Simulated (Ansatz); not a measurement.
Write the native input for Ansatz 0.2.0 that does the following.

```yaml
Task: relaxation of cell and atoms
Functional: PBE
Potentials_or_basis: Ansatz PAW
Cutoff: "420 eV (not typed: the program's choice for these potentials)"
k_mesh: 7 × 7 × 7
Occupations: fermi-dirac, width 0.05 eV
Spin: no spin polarisation
```

HgTe:

```
CELL_PARAMETERS angstrom
0.00000 3.18000 3.18000
3.18000 0.00000 3.18000
3.18000 3.18000 0.00000
ATOMIC_POSITIONS crystal
Hg 0.00000 0.00000 0.00000
Te 0.50000 0.50000 0.50000
```

Measurements of this composition are mostly on another form, of space group No. 216.

These files were run (other wordings do the same):

input.yaml

```yaml
crystal:
  lattice:
    - [0.0, 3.18, 3.18]
    - [3.18, 0.0, 3.18]
    - [3.18, 3.18, 0.0]
  atoms:
    - { symbol: Hg, position: [0.0, 0.0, 0.0] }
    - { symbol: Te, position: [0.5, 0.5, 0.5] }
hamiltonian:
  xc: pbe
  pseudopotentials: { kind: paw }
kpoints:
  mp_grid: { grid: [7, 7, 7] }
scf:
  occupations: { method: fermi_dirac, width: 0.05 }
output:
  forces: true
  stress: true
  eigenvalues: true
relax:
  f_tol: 0.01
  max_steps: 40
  cell: { stress_tol: 0.05 }
```

Potentials or basis: Ansatz PAW.

Run with:

```sh
$ ansatz run input.yaml --threads 2 --pin off --max-ram 5632MiB --backend cpu --events-out ev --progress --plain --runs-dir out
```

Results of the run:

```
Relaxed volume                         : 28.91 Å³/atom
Relaxed cell                           : a = 4.340 Å, b = 4.340 Å, c = 4.340 Å, α = 60.00°, β = 60.00°, γ = 60.00°
Space group after relaxing (to 0.05 Å) : Fm-3m (No. 225)
Energy gained by relaxing              : 42.5 meV/atom
Ionic steps                            : 5
Pressure after relaxing                : 0.0 GPa
Band gap on the k mesh                 : none (metal or under the smearing width)
```

Caveat: the plane-wave basis is chosen anew once the cell has moved, so the energies of steps on either side of that aren't comparable; the volume moved by -10 % from the deposited cell, more than functionals usually miss.

It took 4.6 s on 2 threads of Arm Neoverse V1, with other jobs on the host, peak memory 0.34 GiB.
